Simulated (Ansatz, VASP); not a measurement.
## Mo in VASP and in Ansatz

INCAR

```
SYSTEM = Mo
  PREC = Accurate
  ENCUT = 520
  EDIFF = 1E-6
  ISMEAR = -1
  SIGMA = 0.05
  LREAL = .FALSE.
  LASPH = .TRUE.
  NELM = 100
  ALGO = Normal
  ISIF = 2
  LWAVE = .FALSE.
  LCHARG = .FALSE.
  GGA = PS
  NBANDS = 13
```

Contents of KPOINTS:

```
Automatic mesh
0
G
  12 12 12
  0 0 0
```

Contents of POSCAR:

```
Mo
1.0
   -1.5731790612      1.5731790612      1.5731790612
    1.5731790612     -1.5731790612      1.5731790612
    1.5731790612      1.5731790612     -1.5731790612
Mo
1
Direct
    0.0000000000      0.0000000000      0.0000000000
```

File input.yaml:

```yaml
crystal:
  lattice:
    - [-1.5731790612, 1.5731790612, 1.5731790612]
    - [1.5731790612, -1.5731790612, 1.5731790612]
    - [1.5731790612, 1.5731790612, -1.5731790612]
  atoms:
    - { symbol: Mo, position: [0.0, 0.0, 0.0] }
kpoints:
  mp_grid: { grid: [12, 12, 12] }
scf:
  occupations: { method: fermi_dirac, width: 0.05 }
hamiltonian:
  xc: pbesol
  pseudopotentials: { kind: all_electron, lapw: { basis_error: 0.0005 } }
output:
  forces: true
  stress: true
  eigenvalues: true
```

Change from the starting cell: volume scaled by 0.98.

Alike in both runs: task single point; functional PBEsol; k mesh 12 × 12 × 12; occupations fermi-dirac, width 0.05 eV; no spin polarisation.

|  | VASP | Ansatz |
| --- | --- | --- |
| version | VASP 6.6.1 | Ansatz 0.2.0 |
| potentials or method | VASP PAW PBE potentials, release 64 (Mo_sv) | all-electron LAPW, scalar-relativistic |
| plane-wave cutoff (eV) | 520 | see its input |

|  | VASP | Ansatz | Ansatz less VASP |
| --- | --- | --- | --- |
| gap on the k mesh at the Fermi level (eV) | none | none | - |
| pressure (GPa) | -4.0 | -4.5 | -0.52 |

A gap of «none» marks a metal or a gap that the smearing closes. Ansatz ran all-electron here, so the differences hold the error of VASP's frozen core and of both bases.

Caveats: the PAW data sets were made with another functional, which shifts forces and pressure a little (VASP).
